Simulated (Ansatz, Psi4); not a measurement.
**Worked example: the enthalpy of formation of C3H6O (acetone)**

C3H6O: 10 atoms, total charge 0, spin state singlet. SMILES: `CC(C)=O`. The shape was relaxed beforehand at PBE0/def2-TZVP.

Total energies at CCSD(T)/CBS estimate, 4 core orbitals frozen (Psi4 1.11); the atoms run unrestricted:

```tsv
species	state	energy (Eh)
C3H6O	singlet	-192.938702
C	triplet	-37.791683
O	triplet	-75.005660
H	doublet	-0.500000
```

Harmonic wavenumbers at PBE0-D4/def2-TZVP, in cm⁻¹: 44, 133, 378, 490, 537, 805, 873, 889, 1079, 1115, 1245, 1375, 1385, 1449, 1454, 1460, 1478, 1827, 3049, 3055, 3115, 3121, 3172, 3173.

Measured heats of formation of the gaseous atoms at 298.15 K, in kJ/mol: C 716.9, O 249.2, H 218.0. Spin-orbit lowering of the atoms at 298 K (mean of the ground term's levels less their thermal mean, from spectra), in kJ/mol: C 0.02, O 0.40. Take 1 Eh = 2625.50 kJ/mol, 1 cm⁻¹ = 0.0119627 kJ/mol, RT = 2.479 kJ/mol.

Q: Work out the heat of formation of the gas at 298 K.

A: 
1. Electronic atomisation energy: 3 × (-37.791683) + (-75.005660) + 6 × (-0.500000) − (-192.938702) = 1.557993 Eh = 4090.5 kJ/mol.
2. Zero-point energy: half the sum of the wavenumbers, 18350.5 cm⁻¹ = 219.5 kJ/mol.
3. Thermal vibrational enthalpy, Σ hcν̃/(exp(hcν̃/kT) − 1): 6.8 kJ/mol. Translation, rotation and pV of a non-linear molecule: 4 RT = 9.9 kJ/mol.
4. The 10 free atoms carry 5/2 RT each: 62.0 kJ/mol.
5. Spin-orbit coupling lowers the free atoms by 3 × 0.02 + 0.40 = 0.5 kJ/mol.
6. Atomisation enthalpy at 298 K: 4090.5 − 0.5 − 219.5 − 6.8 − 9.9 + 62.0 = 3915.8 kJ/mol.
7. Sum of the atoms' heats of formation: 3707.9 kJ/mol. Heat of formation: 3707.9 − 3915.8 = -207.9 kJ/mol.

The tabulated value is -216.1 kJ/mol (Active Thermochemical Tables), so this level is off by +8.2 kJ/mol, or 0.2 % of the atomisation enthalpy that the table implies (3923.9 kJ/mol). Anharmonicity and any spin-orbit splitting of the molecule are left out, and so is core correlation.
